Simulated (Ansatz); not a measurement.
# Ta2C: the cost of one run

Program: Ansatz 0.2.0. Level of theory: DFT PBE, scalar-relativistic, plane waves, PAW. These are calculated values, not measurements.

### 1 The starting structure

It takes space group R-3m (No. 166, trigonal). The conventional cell has a = 3.180 Å, b = 3.180 Å, c = 14.409 Å, α = 90.00°, β = 90.00°, γ = 120.00°. Ta (site symmetry 3m) has 3 C at 2.19 Å as nearest neighbours. C (site symmetry -3m) is surrounded by 6 Ta at 2.19 Å.

As a file:

```
Ta C
1.0
     1.59021    0.91811    4.80284
    -1.59021    0.91811    4.80284
     0.00000   -1.83622    4.80284
Ta C
2 1
Direct
  0.75000 0.75000 0.75000
  0.25000 0.25000 0.25000
  0.00000 0.00000 0.00000
```

This is candidate A: anti-cadmium chloride type (R-3m, No. 166).

(A quick probe on a coarse mesh, which set the mesh and smearing, is not shown.)

### 3 Coarse relaxation (candidate A)

input.yaml reads:

```yaml
crystal:
  lattice:
    - [1.5902091456, 0.9181076783, 4.8028384156]
    - [-1.5902091456, 0.9181076783, 4.8028384156]
    - [0.0, -1.8362153565, 4.8028384156]
  atoms:
    - { symbol: Ta, position: [0.75, 0.75, 0.75] }
    - { symbol: Ta, position: [0.25, 0.25, 0.25] }
    - { symbol: C, position: [0.0, 0.0, 0.0] }
basis:
  ecutwfc: 420
kpoints:
  mp_grid: { grid: [6, 6, 6] }
hamiltonian:
  xc: pbe
scf:
  occupations: { method: gaussian, width: 0.1 }
  lower_state_search: "off"
output:
  forces: true
  stress: true
  eigenvalues: true
relax:
  adjacent_minimum: "off"
  f_tol: 0.04
  max_steps: 70
  cell: { stress_tol: 0.4 }
```

Started as:

```console
ansatz run input.yaml --threads 1 --pin off --max-ram 2560MiB --backend cpu --events-out ev --progress --plain --runs-dir out
```

**Question.** How long does this run take on 1 thread of Intel Xeon 6975P-C (Granite Rapids), shared host, and how much memory does it need?

About 7.5 s, with a peak of 0.39 GiB.
